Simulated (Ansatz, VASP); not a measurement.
## One calculation of BAs, two programs

```
B As
1.0
     0.00000    2.39284    2.39284
     2.39284    0.00000    2.39284
     2.39284    2.39284    0.00000
B As
1 1
Cartesian
  0.0000 0.0000 0.0000
  3.5893 3.5893 3.5893
```

Alike in both runs: functional PBE; k mesh 10 × 10 × 10; no spin polarisation.

Ansatz relaxed the structure, and its values are those at the end. VASP's run is a single point on that final structure, the one shown.

|  | VASP | Ansatz |
| --- | --- | --- |
| version | VASP 6.6.1 | Ansatz 0.2.0 |
| potentials or method | VASP PAW PBE potentials, release 64 (B, As) | scalar-relativistic, plane waves, PAW |
| plane-wave cutoff (eV) | 520 | 420 |
| occupations | gaussian, width 0.01 eV | fixed |
| valence electrons in the cell | 8 | 18 |

|  | VASP | Ansatz | Ansatz less VASP |
| --- | --- | --- | --- |
| gap on the k mesh at the Fermi level (eV) | 1.18 | 1.19 | +0.009 |
| least direct gap on the mesh (eV) | 3.27 | 3.27 | +0.004 |
| pressure (GPa) | 2.6 | 2.0 | -0.64 |

The two sets of potentials don't hold the same shells in valence.

A k mesh can miss the band edges.
